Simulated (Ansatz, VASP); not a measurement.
**Two plane-wave programs on N**

The input INCAR:

```
SYSTEM = N
PREC = Accurate
ENCUT = 600
EDIFF = 1E-6
ISMEAR = -1
SIGMA = 0.05
LREAL = .False.
LASPH = .True.
NELM = 60
ALGO = Normal
ISIF = 3
LWAVE = .False.
LCHARG = .False.
GGA = RE
IBRION = 2
NSW = 80
EDIFFG = -0.01
```

KPOINTS

```
Automatic mesh
0
Gamma
  3 3 3
  0 0 0
```

Contents of POSCAR:

```
N
1.0
    5.6440000000      0.0000000000      0.0000000000
    0.0000000000      5.6440000000      0.0000000000
    0.0000000000      0.0000000000      5.6440000000
N
8
Direct
    0.0540000000      0.0540000000      0.0540000000
    0.4460000000      0.9460000000      0.5540000000
    0.5540000000      0.4460000000      0.9460000000
    0.9460000000      0.5540000000      0.4460000000
    0.9460000000      0.9460000000      0.9460000000
    0.5540000000      0.0540000000      0.4460000000
    0.4460000000      0.5540000000      0.0540000000
    0.0540000000      0.4460000000      0.5540000000
```

Input for Ansatz:

```yaml
crystal:
  lattice:
    - [5.644, 0.0, 0.0]
    - [0.0, 5.644, 0.0]
    - [0.0, 0.0, 5.644]
  atoms:
    - { symbol: "N", position: [0.054, 0.054, 0.054] }
    - { symbol: "N", position: [0.446, 0.946, 0.554] }
    - { symbol: "N", position: [0.554, 0.446, 0.946] }
    - { symbol: "N", position: [0.946, 0.554, 0.446] }
    - { symbol: "N", position: [0.946, 0.946, 0.946] }
    - { symbol: "N", position: [0.554, 0.054, 0.446] }
    - { symbol: "N", position: [0.446, 0.554, 0.054] }
    - { symbol: "N", position: [0.054, 0.446, 0.554] }
hamiltonian:
  xc: revpbe
  pseudopotentials:
    kind: paw
    azcp:
      "N": "pseudopotentials/N.paw.azcp"
basis:
  ecutwfc: 420
  fft_grid_basis: typed
kpoints:
  mp_grid: { grid: [3, 3, 3], shift: [0, 0, 0] }
magnetization:
  spin_polarized: false
scf:
  occupations: { method: fermi_dirac, width: 0.05 }
relax:
  max_steps: 60
  f_tol: 0.01
  cell: {}
output:
  write_density: true
  write_potential: true
  elf: true
  volumetric_format: npy
```

Alike in both runs: task relaxation of cell and atoms; functional revPBE; k mesh 3 × 3 × 3; occupations fermi-dirac, width 0.05 eV; no spin polarisation.

|  | VASP | Ansatz |
| --- | --- | --- |
| version | VASP 6.6.1 | Ansatz 0.2.0 |
| potentials or method | VASP PAW PBE potentials, release 64 (N) | plane waves (420 eV) with PAW, scalar-relativistic |
| plane-wave cutoff (eV) | 600 | 420 |
| valence electrons in the cell | 40 | 40 |

```csv
,VASP,Ansatz,Ansatz less VASP
"gap on the k mesh at the Fermi level, each at its own relaxed structure (eV)",7.58,7.94,+0.356
relaxed volume (Å³/atom),29.96,40.61,+10.646
relaxed cell length with the largest relative difference (Å),6.212,6.874,+0.6625
energy change over the relaxation (meV/atom),-174,-129,+45.1
```

One of these differences is far larger than is usual between the two programs; its cause wasn't traced. Ansatz warned: «xc_potential_rough_in_thin_density».

Caveats: the standard files for N, O and F lose accuracy on very short bonds; the volume moved by over 15 % at a fixed basis, so the end points are rough (VASP); the PAW data sets were made with another functional, which shifts forces and pressure a little (VASP); an odd mesh through Γ misses points on the zone boundary, where band edges often lie; the volume moved by +33 % from the deposited cell, more than functionals usually miss. revPBE gives volumes clearly too large for solids.
